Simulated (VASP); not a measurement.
## MgO (strained zincblende): one HSE06 single-point calculation in two programs

```xyz
2
Lattice="0.0000 2.2934 2.2658 2.2934 0.0000 2.2658 2.2934 2.2934 0.0000" Properties=species:S:1:pos:R:3 pbc="T T T"
Mg    0.0000    0.0000    0.0000
O     1.1467    1.1467    1.1329
```

Datasets and cutoffs are each program's own. VASP's cell holds 8 valence electrons and Ansatz's 16. Ansatz's stress includes a Pulay correction; VASP's doesn't.

Cutoffs: 520 eV in VASP, 420 eV in Ansatz. k meshes: 6×6×6 and 6×6×6.

```tsv
	VASP	Ansatz
gap between bands v and c	5.21 eV	5.23 eV
least direct gap	5.21 eV	5.23 eV
pressure	-0.5 GPa	-0.4 GPa
```

Band v is the last that the valence electrons fill when counted band by band, and c is the next. Levels in eV from the top of v, Ansatz:

| point | v−1 | v | c | c+1 |
| --- | --- | --- | --- | --- |
| Γ | -0.03 | 0.00 | 5.23 | 18.83 |
| X | -0.86 | -0.86 | 7.90 | 13.37 |
| K | -1.73 | -0.60 | 9.17 | 13.13 |
| L | -0.25 | -0.20 | 10.58 | 11.59 |
| W | -1.74 | -1.11 | 9.38 | 13.49 |

VASP:

```csv
point,v−1,v,c,c+1
Γ,-0.03,0.00,5.21,18.76
X,-0.87,-0.87,7.87,13.35
K,-1.74,-0.61,9.15,13.12
L,-0.26,-0.20,10.56,11.56
W,-1.75,-1.12,9.36,13.49
```
